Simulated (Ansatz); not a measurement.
SrO under changes of volume

One of the cells (16.995 Å³/atom); the others are scaled copies at fixed shape and fractional positions:

```xyz
4
Lattice="3.5533 0.0000 0.0000 -1.7766 3.0772 0.0000 0.0000 0.0000 6.2173" Properties=species:S:1:pos:R:3 pbc="T T T"
Sr    1.7766    1.0257    4.6630
Sr    0.0000    2.0515    1.5543
O     0.0000    0.0000    3.1087
O     0.0000    0.0000    0.0000
```

Measurements of this composition are mostly on another form, of space group No. 225.

```yaml
Program: Ansatz 0.2.0
Functional: LDA
Potentials_or_basis: Ansatz PAW
Cutoff: "420 eV (not typed: the program's choice for these potentials)"
k_mesh: 9 × 9 × 5
Occupations: fermi-dirac, width 0.05 eV
Spin: no spin polarisation
```

```tsv
volume (Å³/atom)	energy over the lowest point (meV/atom)	pressure (GPa)	gap on the mesh (eV)
15.976	0.00	-0.2	2.97
16.316	2.65	-2.2	2.97
16.656	9.41	-4.0	2.97
16.995	19.63	-5.6	2.87
17.335	33.13	-7.0	2.76
17.675	49.41	-8.3	2.65
18.015	?	?	?
```

Question: What does the run at 18.015 Å³/atom give?

Answer: Energy over the lowest point 68.28 meV/atom; pressure -9.4 GPa; gap on the mesh 2.55 eV.

Worked out: A Birch-Murnaghan fit of order 3 (a polynomial in V^(-2/3)) to the other rows has its minimum at 15.94 Å³/atom, just outside them, with B0 = V·E''(V) = 102 GPa and B' = 4.7 at fixed shape and positions, which overstates the stiffness. It gives 68.19 meV/atom at 18.015 Å³/atom, against the run's 68.28, and -dE/dV = -9.4 GPa, against -9.4. A parabola through the other rows of the gap, of slope -9.55 eV per unit of ln V there, extrapolates to 2.47 eV, against the run's 2.55.

Energies are extrapolated to zero smearing.

Caveats: odd divisions of the mesh miss points on the zone boundary, where band edges often lie, so the gap on the mesh can be too wide; the PAW data sets come from PBE, with cores solved anew for the run's functional, which leaves a small shift of forces and pressure.

A mesh can miss the band edges. Spin-orbit coupling on Sr is left out.
